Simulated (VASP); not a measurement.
Here is a VASP 6.6.1 calculation.

INCAR

```
PREC = Accurate
ENCUT = 350
EDIFF = 1E-7
ISMEAR = 0
SIGMA = 0.02
LREAL = F
LASPH = T
NELM = 60
ALGO = Fast
ISIF = 3
LWAVE = F
LCHARG = F
GGA = CA
IBRION = 2
NSW = 80
EDIFFG = -0.002
```

Contents of KPOINTS:

```
regular mesh
0
Gamma
  6 6 6
```

The input POSCAR:

```
ZnSe
1.0
    0.0000000000      2.8338000000      2.8338000000
    2.8338000000      0.0000000000      2.8338000000
    2.8338000000      2.8338000000      0.0000000000
Zn Se
1 1
Direct
    0.0000000000      0.0000000000      0.0000000000
    0.2500000000      0.2500000000      0.2500000000
```

Potentials or basis: VASP PAW LDA potentials, release 64 (Zn, Se).

Command:

```sh
$ cat potpaw_LDA.64/Zn/POTCAR potpaw_LDA.64/Se/POTCAR > POTCAR
$ mpirun -np 1 vasp_std > vasp.out
```

(1) What does it give for the space group after relaxing (to 0.05 Å)?

(2) Estimate the band gap on the k mesh.

(3) What does it give for the relaxed cell?

(4) Estimate the relaxed volume.

## Answers

(1) F-43m (No. 216).

(2) 1.28 eV, direct.

(3) a = 3.939 Å, b = 3.939 Å, c = 3.939 Å, α = 60.00°, β = 60.00°, γ = 60.00°.

(4) 21.61 Å³/atom.
